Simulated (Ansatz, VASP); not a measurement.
# SnO2: VASP beside Ansatz

```
Sn O
1.0
     4.78800    0.00000    0.00000
     0.00000    4.86658    0.00000
     0.00000    0.00000    3.24090
Sn O
2 4
Cartesian
  2.3940 2.4333 1.6204
  0.0000 0.0000 0.0000
  1.3974 1.5624 0.0000
  3.7914 0.8709 1.6204
  0.9966 3.9957 1.6204
  3.3906 3.3042 0.0000
```

The cell is a database's computed one.

Alike in both runs: task single point; functional PBEsol; k mesh 4 × 4 × 6; no spin polarisation.

```csv
,VASP,Ansatz
version,VASP 6.6.1,Ansatz 0.2.0
potentials or method,"VASP PAW PBE potentials, release 64 (Sn_d, O)","plane waves, PAW"
plane-wave cutoff (eV),520,500
occupations,"gaussian, width 0.01 eV",fixed
valence electrons in the cell,52,52
```

|  | VASP | Ansatz | Ansatz less VASP |
| --- | --- | --- | --- |
| pressure (GPa) | -5.8 | -6.3 | -0.56 |
| largest component of the traceless stress (GPa) | 0.63 | 0.85 | +0.218 |

Caveats: the PAW data sets were made with another functional, which shifts forces and pressure a little (VASP); spin-orbit coupling is left out, which moves the levels of the heavy elements. Expect the measured gap to be larger: semilocal functionals such as PBEsol lack the derivative discontinuity.
